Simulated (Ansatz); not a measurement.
What a trial cell of BAs relaxes into

Computed with DFT PBE, scalar-relativistic, plane waves, PAW (Ansatz). Cutoff 420 eV, Γ-centred k mesh, Gaussian smearing, no spin polarisation in the final step.

This is the end of a relaxation of cell and atoms.

```
CELL_PARAMETERS angstrom
1.50290 0.86770 6.79075
-1.50290 0.86770 6.79075
0.00000 -1.73540 6.79075
ATOMIC_POSITIONS crystal
B 0.16732 0.16732 0.16732
B 0.83268 0.83268 0.83268
As 0.40330 0.40330 0.40330
As 0.59670 0.59670 0.59670
```

The zero of energy is the elements' standard structures at the same level; no fitted shifts are applied.

Question: What space group does it have?

Answer: R-3m (No. 166). Conventional cell: a = 3.006 Å, c = 20.372 Å. Around B lie 3 B at 1.74 Å; As has 6 B at 2.62–2.64 Å, 6 As at 3.01 Å and 3 As at 3.34 Å.

Question: How far does it lie from the elements in energy?

Answer: 0.66 eV/atom.

Question: Is it a metal?

Answer: Yes, bands cross the Fermi level on the 18×18×18 mesh.

The final run used a 18×18×18 mesh on its 4-atom cell and 0.10 eV smearing. For metals, differences of a few meV/atom aren't resolved. No dispersion correction is applied, so the spacing between layers, chains or molecules is poorly fixed, and with it the volume and density. The cell came from a trial start, so BAs may not exist in this structure.

Cost: 3 runs of about 6.1 core-minutes in all, on Arm Neoverse V2 (shared hosts).